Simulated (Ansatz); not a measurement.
## Moving the strain (εzz = s) in Ge

```
Ge
1.0
    -2.57449    2.57449    1.39741
     2.57449   -2.57449    1.39741
     2.57449    2.57449   -1.39741
Ge
2
Direct
  0.50000 0.50000 0.00000
  0.25000 0.75000 0.50000
```

This isn't the form of Ge at room conditions, which is diamond.

Kept alike: task single point; functional PBEsol; k mesh 9 × 9 × 9; occupations fermi-dirac, width 0.05 eV; no spin polarisation. Program: Ansatz, Ansatz PAW, cutoff 420 eV. The mesh is that of the run's cell of 2 atoms. No spin-orbit coupling.

```csv
s,free energy over the lowest row (meV/atom)
-0.04,9.82
-0.02,1.99
-0.01,0.27
0,0.00
0.01,1.22
0.02,3.82
0.04,11.81
```

The cell shown is the unstrained one; x, y and z are its Cartesian axes; atoms keep their fractions. For a metal such a mesh leaves the last digits unconverged. All rows use potentials made for PBE.

What does the strain (εzz = s) change here?

The free energy is lowest at 0, and 11.81 meV an atom higher at 0.04.

The cell is the β-tin form of Ge, the metallic high-pressure phase, and its energy rises on both sides of a minimum near the unstrained cell. Stretching costs more than equal compression in every pair of rows (1.22 against 0.27 meV/atom at the smallest strain), so the true minimum probably lies at a slight compression along z. This suggests that the starting cell is a little too long in z for PBEsol at this fixed cross-section, as it could be if its geometry came from a functional that favours larger volumes.

The restoring force reflects a balance between repulsion at short Ge–Ge contacts and the loss of bonding as they lengthen. The contacts along the tetragonal axis take up the strain most directly, while the four shorter ones lie closer to the basal plane. Symmetry fixes the atomic sites under this strain, so no internal relaxation is missed. Because volume and axial ratio change together, the curve gives neither a bulk modulus nor a preferred axial ratio at constant volume.
